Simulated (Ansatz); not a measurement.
# ZrO2: band gap under strain

How does strain move the band edges of ZrO2 built on the fluorite prototype, and do the functionals agree on it? States: -2.5 % shear in the xy plane; -5.0 % equal strain in all directions; -1.0 % strain along z alone.

Code: Ansatz 0.2.0. PAW datasets, plane waves. (Simulation; spin polarisation is off.)

**1. The system as given**

The unstrained cell was relaxed with r2SCAN; in each strained cell the atoms were relaxed again with r2SCAN. Names of k-points are those of the unstrained zone, where strain can split equivalent points. First state: -2.5 % shear in the xy plane.

It is orthorhombic, Immm (No. 71); conventional cell a = 3.554 Å, b = 3.644 Å, c = 5.089 Å, 10.98 Å³ an atom. Near Zr stand 8 O at 2.19–2.22 Å; near O stand 4 Zr at 2.19–2.22 Å.

Coordinates:

```xyz
3
Lattice="-0.0318 2.5447 2.5447 2.5447 -0.0318 2.5447 2.5129 2.5129 0.0000" Properties=species:S:1:pos:R:3 pbc="T T T"
Zr    0.0000    0.0000    0.0000
O     1.2565    1.2565    1.2810
O     3.7694    3.7694    3.8085
```

From earlier runs on the unstrained cell: PBE 3.36 eV, r2SCAN 3.89 eV, HSE06 4.98 eV; a = 5.089 Å.

**2. -2.5 % shear in the xy plane: PBE**

Input file input.yaml:

```yaml
crystal:
  lattice:
    - [-0.0318089198, 2.544713586, 2.544713586]
    - [2.544713586, -0.0318089198, 2.544713586]
    - [2.5129046662, 2.5129046662, 0.0]
  atoms:
    - { symbol: Zr, position: [0.0, 0.0, 0.0] }
    - { symbol: O, position: [0.2516897447, 0.2516897447, 0.2483102553] }
    - { symbol: O, position: [0.7483102553, 0.7483102553, 0.7516897447] }
kpoints:
  mp_grid: { grid: [8, 8, 8] }
  band_path:
    path:
      - [0.0, 0.0, 0.0]
      - [0.5, 0.0, 0.5]
      - [0.625, 0.25, 0.625]
      - [0.375, 0.375, 0.75]
      - [0.5, 0.5, 0.5]
      - [0.5, 0.25, 0.75]
      - [0.5, 0.5, 0.0]
    npoints: 1
hamiltonian:
  xc: pbe
scf:
  occupations: { method: fermi_dirac, width: 0.02 }
  n_extra_bands: 4
output:
  forces: true
  stress: true
  eigenvalues: true
```

The run is started by

```bash
> ansatz run input.yaml --threads 2 --pin off --max-ram 2211MiB --backend cpu --events-out ev --progress --plain --runs-dir out
```

After this run come: -2.5 % shear in the xy plane: r2SCAN; -2.5 % shear in the xy plane: HSE06; -5.0 % equal strain in all directions: PBE; -5.0 % equal strain in all directions: r2SCAN; -5.0 % equal strain in all directions: HSE06; -1.0 % strain along z alone: PBE; -1.0 % strain along z alone: r2SCAN; -1.0 % strain along z alone: HSE06.

**Question.** What will these runs give?

As calculated:

Least gap in eV (negative: overlap), with the change from the unstrained cell in brackets:

| state | volume change (%) | PBE | r2SCAN | HSE06 |
| --- | --- | --- | --- | --- |
| -2.5 % shear in the xy plane | -0.0 | 3.36 (+0.00) | 3.89 (+0.00) | 4.98 (+0.00) |
| -5.0 % equal strain in all directions | -14.3 | 3.76 (+0.40) | 4.34 (+0.45) | 5.45 (+0.47) |
| -1.0 % strain along z alone | -1.0 | 3.27 (-0.09) | 3.79 (-0.10) | 4.89 (-0.09) |

The largest move of the HSE06 gap in the table is +0.470 eV, under -5.0 % equal strain in all directions. PBE and HSE06 differ by 1.62 eV on the unstrained gap, and by at most 0.07 eV on its change: PBE follows the response to strain far better than the gap itself.
